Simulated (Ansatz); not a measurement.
Cubic perovskite LaAlO₃ (cubic high-temperature phase), treated with HSE06 (PAW; Ansatz, a first-principles code).

Run with plane-wave cutoff 460 eV, 6×6×6 k mesh, Fermi–Dirac smearing 0.01 eV, scalar-relativistic PAW data made under PBE.

Computed at the level's own relaxed cell.

Give the computed volume per atom, band gap and bulk modulus B0.


volume per atom: 10.77 Å³/atom
band gap: 4.88 eV (on the SCF k mesh)
bulk modulus B0: 213 GPa

Measured, for comparison: bulk modulus 215 ± 4 GPa (room temperature, not corrected to a static lattice, cubic phase above 14 GPa, extrapolated to zero pressure; as tabulated in Guennou et al. (2011), arXiv:1105.1276). Computed (rounded) less measured: bulk modulus -0.9 % (inside the measured uncertainty).

Note: the relaxation could not lower the start's symmetry, so the cell can be a saddle point above a distorted one.

Spin–orbit coupling is not included.

Static lattice: no zero-point or thermal effects.

Cost on a shared machine: very roughly 13 core-minutes.
